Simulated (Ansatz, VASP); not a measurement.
## Two plane-wave programs on Bi2Te3 (Tellurobismuthite)

```
Te Bi
1.0
     4.35347    0.00000    0.00000
    -2.17673    3.77021    0.00000
     0.00000    0.00000   41.02658
Te Bi
3 2
Cartesian
  0.0000 0.0000 16.7285
  2.1767 1.2567 20.5133
  0.0000 2.5135 24.2980
  0.0000 2.5135 18.4670
  0.0000 0.0000 22.5596
```

Alike in both runs: functional PBE; dispersion D3(BJ); k mesh 9 × 9 × 1; occupations gaussian, width 0.02 eV; no spin polarisation.

Ansatz relaxed the structure, and its values are those at the end. VASP's run is a single point on that final structure, the one shown.

|  | VASP | Ansatz |
| --- | --- | --- |
| version | VASP 6.6.1 | Ansatz 0.2.0 |
| potentials or method | VASP PAW PBE potentials, release 64 (Te, Bi_d) | scalar-relativistic, plane waves, PAW |
| plane-wave cutoff (eV) | 520 | 420 |
| valence electrons in the cell | 48 | 78 |

Ansatz gave:

```
gap on the k mesh at the Fermi level (eV) : 1.06
least direct gap on the mesh (eV)         : 1.34
rms of the force components (eV/Å)        : 0.001
```

Question: Estimate VASP's values.

Answer: gap on the k mesh at the Fermi level (eV): 1.05; least direct gap on the mesh (eV): 1.33; rms of the force components (eV/Å): 0.005.

The functional is the same, so the differences come from potentials, cutoffs and numerics. The two sets of potentials don't hold the same shells in valence.

Caveats: spin-orbit coupling is left out, which as a rule narrows the gap of such compounds by several tenths of an eV.
